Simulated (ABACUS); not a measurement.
## Si2Ni under changes of volume

One of the cells (13.166 Å³/atom); the others are scaled copies at fixed shape and fractional positions:

```xyz
3
Lattice="0.0000 2.7030 2.7030 2.7030 0.0000 2.7030 2.7030 2.7030 0.0000" Properties=species:S:1:pos:R:3 pbc="T T T"
Ni    0.0000    0.0000    0.0000
Si    4.0545    4.0545    4.0545
Si    1.3515    1.3515    1.3515
```

```yaml
Program: ABACUS 3.10.1
Functional: PBE
Potentials_or_basis: PseudoDojo NC SR 0.4.1 PBE standard
Cutoff: 1361 eV
Density_cutoff: 5442 eV
Basis: TZDP LCAO (the cutoffs set its grid)
k_mesh: 9 × 9 × 9
Occupations: fermi-dirac, width 0.05 eV
Spin: collinear spin, ferromagnetic start
Starting_moments: "[1.0, 0.0, 0.0] μB"
```

```tsv
volume (Å³/atom)	energy over the lowest point (meV/atom)	pressure (GPa)
12.376	52.41	15.5
12.639	30.17	11.4
12.902	14.64	7.7
13.166	4.54	4.3
13.429	0.00	1.2
13.692	0.19	-1.6
13.956	?	?
```

Q: What does the run at 13.956 Å³/atom give?

A: Energy over the lowest point 4.77 meV/atom; pressure -4.1 GPa.

Worked out: A Birch-Murnaghan fit of order 3 (a polynomial in V^(-2/3)) to the other rows has its minimum at 13.55 Å³/atom with B0 = V·E''(V) = 144 GPa and B' = 4.0. It gives 4.74 meV/atom at 13.956 Å³/atom, against the run's 4.77, and -dE/dV = -4.0 GPa, against -4.1.

Energies are extrapolated to zero smearing.

Caveats: the atomic orbitals were generated for these runs and aren't a published set; the basis of atomic orbitals isn't converged, which shifts pressures, moduli and gaps.
